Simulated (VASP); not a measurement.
Input of a VASP 6.6.1 run:

The input INCAR:

```
SYSTEM = MgTe
ALGO     = Normal         ! electronic algorithm
EDIFF    = 1E-6           ! SCF threshold, eV
ENCUT    = 520            ! plane-wave cutoff, eV
GGA      = PE             ! functional
ISIF     = 2              ! what is computed and relaxed
ISMEAR   = -1             ! smearing method
LASPH    = .TRUE.         ! aspherical terms in the spheres
LCHARG   = .FALSE.        ! write CHGCAR
LREAL    = .FALSE.        ! projectors in reciprocal space
LWAVE    = .FALSE.        ! write WAVECAR
NBANDS   = 16             ! bands
NELM     = 80             ! most SCF steps
PREC     = Accurate       ! precision mode
SIGMA    = 0.02           ! smearing width, eV
```

The input KPOINTS:

```
k-points
0
G
  6 6 4
  0 0 0
```

POSCAR

```
MgTe
1.0
    4.5776356501      0.0000000000      0.0000000000
   -2.2888178251      3.9643487623      0.0000000000
    0.0000000000      0.0000000000      7.4550892427
Mg Te
2 2
Direct
    0.3333333333      0.6666666667     -0.0006080525
    0.6666666667      0.3333333333      0.4993919475
    0.3333333333      0.6666666667      0.3756080525
    0.6666666667      0.3333333333      0.8756080525
```

Potentials or basis: VASP PAW PBE potentials, release 64 (Mg, Te).

Command:

```console
$ cat potpaw_PBE.64/Mg/POTCAR potpaw_PBE.64/Te/POTCAR > POTCAR
$ mpirun -np 1 vasp_std > vasp.out
```

**Question.** Estimate the band gap on the k mesh.

**Answer.** 2.45 eV, direct.

**Question.** Estimate the pressure.

**Answer.** 0.7 GPa.

Caveat: spin-orbit coupling is left out, which moves the levels of the heavy elements. PBE gaps usually lie below the measured ones, often by a third to a half.
